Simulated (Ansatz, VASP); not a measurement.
**Au in VASP and in Ansatz**

File INCAR:

```
SYSTEM = Au
  PREC = Accurate
  ENCUT = 520
  EDIFF = 1E-7
  ISMEAR = 0
  SIGMA = 0.15
  LREAL = .False.
  LASPH = .True.
  NELM = 80
  ALGO = Normal
  ISIF = 2
  LWAVE = .False.
  LCHARG = .False.
  GGA = PS
  NBANDS = 12
```

File KPOINTS:

```
regular mesh
0
Gamma
  20 20 20
  0 0 0
```

Contents of POSCAR:

```
Au
1.0
   -1.6572690000      1.6572690000      1.6572690000
    1.6572690000     -1.6572690000      1.6572690000
    1.6572690000      1.6572690000     -1.6572690000
Au
1
Direct
    0.0000000000      0.0000000000      0.0000000000
```

Input for Ansatz:

```yaml
crystal:
  lattice:
    - [-1.657269, 1.657269, 1.657269]
    - [1.657269, -1.657269, 1.657269]
    - [1.657269, 1.657269, -1.657269]
  atoms:
    - { symbol: Au, position: [0.0, 0.0, 0.0] }
basis:
  ecutwfc: 420
kpoints:
  mp_grid: { grid: [20, 20, 20] }
hamiltonian:
  xc: pbesol
scf:
  occupations: { method: gaussian, width: 0.15 }
output:
  forces: true
  stress: true
  eigenvalues: true
```

This isn't the form of Au at room conditions, which is fcc.

Alike in both runs: task single point; functional PBEsol; k mesh 20 × 20 × 20; occupations gaussian, width 0.15 eV; no spin polarisation.

|  | VASP | Ansatz |
| --- | --- | --- |
| version | VASP 6.6.1 | Ansatz 0.2.0 |
| potentials or method | VASP PAW PBE potentials, release 64 (Au) | scalar-relativistic, plane waves, PAW |
| plane-wave cutoff (eV) | 520 | 420 |
| valence electrons in the cell | 11 | 19 |

Ansatz gave:

| Quantity | Value |
| --- | --- |
| gap on the k mesh at the Fermi level (eV) | none |
| pressure (GPa) | -9.4 |

Problem. Which values does VASP return?

Solution. gap on the k mesh at the Fermi level (eV): none; pressure (GPa): -9.7.

A gap of «none» marks a metal or a gap that the smearing closes. The functional is the same, so the differences come from potentials, cutoffs and numerics. The two sets of potentials don't hold the same shells in valence.

Caveats: the PAW data sets were made with another functional, which shifts forces and pressure a little (VASP). Spin-orbit coupling is left out, which matters for the levels of Au.
